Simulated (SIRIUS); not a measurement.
## MnS under changes of volume

One of the cells (14.830 Å³/atom); the others are scaled copies at fixed shape and fractional positions:

```
Mn S
1.0
     0.00000    2.45686    2.45686
     2.45686    0.00000    2.45686
     2.45686    2.45686    0.00000
Mn S
1 1
Direct
  0.00000 0.00000 0.00000
  0.75000 0.75000 0.75000
```

The cell is a database's computed one.

- Program: SIRIUS 7.12.0
- Functional: PBEsol
- Potentials or basis: PseudoDojo 0.4.1 PBEsol standard (scalar relativistic)
- Cutoff: 1307 eV
- Density cutoff: 5227 eV
- k mesh: 9 × 9 × 9
- Occupations: fermi-dirac, width 0.05 eV
- Spin: collinear spin, ferromagnetic start
- Starting moments: [4.0, 0.0] μB

```csv
volume (Å³/atom),energy over the lowest point (meV/atom),pressure (GPa),moment (μB per cell)
14.225,11.55,6.6,0.20
14.527,2.53,3.0,0.23
14.830,0.00,-0.2,0.25
15.133,3.28,-3.1,0.28
15.738,?,?,?
```

Question: What does the run at 15.738 Å³/atom give?

Answer: Energy over the lowest point 24.87 meV/atom; pressure -8.0 GPa; moment 0.32 μB per cell.

Worked out: A Birch-Murnaghan fit of order 2 (a polynomial in V^(-2/3)) to the other rows has its minimum at 14.81 Å³/atom with B0 = V·E''(V) = 152 GPa. It gives 25.18 meV/atom at 15.738 Å³/atom, against the run's 24.87, and -dE/dV = -8.2 GPa, against -8.0. A straight line through the other rows of the moment, of slope 0.0859 μB per Å³/atom, extrapolates to 0.33 μB, against the run's 0.32.

Energies are extrapolated to zero smearing.

Caveats: the moment fell far below its start of 4 μB, so a state of higher moment may lie lower in energy.
